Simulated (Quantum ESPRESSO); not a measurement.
Crystal: MnSi.

```xyz
2
Lattice="0.0000 2.5272 2.5272 2.5272 0.0000 2.5272 2.5272 2.5272 0.0000" Properties=species:S:1:pos:R:3 pbc="T T T"
Mn    0.0000    0.0000    0.0000
Si    1.2636    1.2636    1.2636
```

The cell was built by a generator and needn't be a form met in nature.

```yaml
Program: Quantum ESPRESSO 7.5
Task: phonons
Functional: LDA
Potentials_or_basis: GBRV 1.5 LDA
Cutoff: 612 eV
Density_cutoff: 4898 eV
k_mesh: 6 × 6 × 6
Occupations: cold, width 0.2 eV
Spin: collinear spin, ferromagnetic start
Starting_moments: "[4.0, 0.0] μB"
Target_pressure: 10 GPa
Form_of_the_LDA_correlation: PZ81
Mixing_beta: 0.3
Most_SCF_iterations: 120
SCF_threshold: 4e-10 Ry
```

The cell and the atoms were relaxed first at 10 GPa, to 16.03 Å³/atom (a = 3.566 Å, b = 3.566 Å, c = 3.566 Å, α = 60.00°, β = 60.00°, γ = 60.00°), and the response was taken there.

Where do the zone-centre optical modes lie?

T2 at 453 cm⁻¹ (IR and Raman).

Optical modes at Γ, degenerate ones joined:
| cm⁻¹ | components | symmetry | active in |
| --- | --- | --- | --- |
| 453 | 3 | T2 | IR and Raman |

Caveat: the k mesh is coarse; the mesh is thin for the phonons of a metal; the cell is more than 3 GPa from zero pressure, which shifts response properties.
